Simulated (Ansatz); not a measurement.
Pb: equation of state with PBE

Crystal: Pb.

```xyz
2
Lattice="3.4800 0.0000 0.0000 -1.7400 3.0138 0.0000 0.0000 0.0000 5.5900" Properties=species:S:1:pos:R:3 pbc="T T T"
Pb    1.7400    1.0046    4.1925
Pb    0.0000    2.0092    1.3975
```

This isn't the form of Pb at room conditions, which is fcc.

- Program: Ansatz 0.2.0
- Task: equation of state
- Functional: PBE
- Potentials or basis: Ansatz PAW
- Cutoff: 420 eV
- Density cutoff: 1680 eV
- k mesh: 9 × 9 × 5
- Occupations: fermi-dirac, width 0.05 eV
- Spin: no spin polarisation

The equilibrium volume is 32.13 Å³/atom (rough: see the caveat) and the bulk modulus at fixed shape and positions is 35 GPa (rough).

Energy against volume, from the lowest point:
```tsv
volume (Å³/atom)	energy (meV/atom)
27.555	95.25
28.141	68.03
28.727	46.08
29.314	28.80
29.900	15.66
30.486	6.20
31.073	0.00
```

All runs of the series together: 8.5 s on 2 threads of Arm Neoverse V1 (shared host).

Caveat: the minimum lies outside the volumes run; the cell was scaled at fixed shape and fractional positions, which overstates the stiffness of a crystal with free parameters, most of all of layers and chains. Spin-orbit coupling is left out, which matters for the levels of Pb.
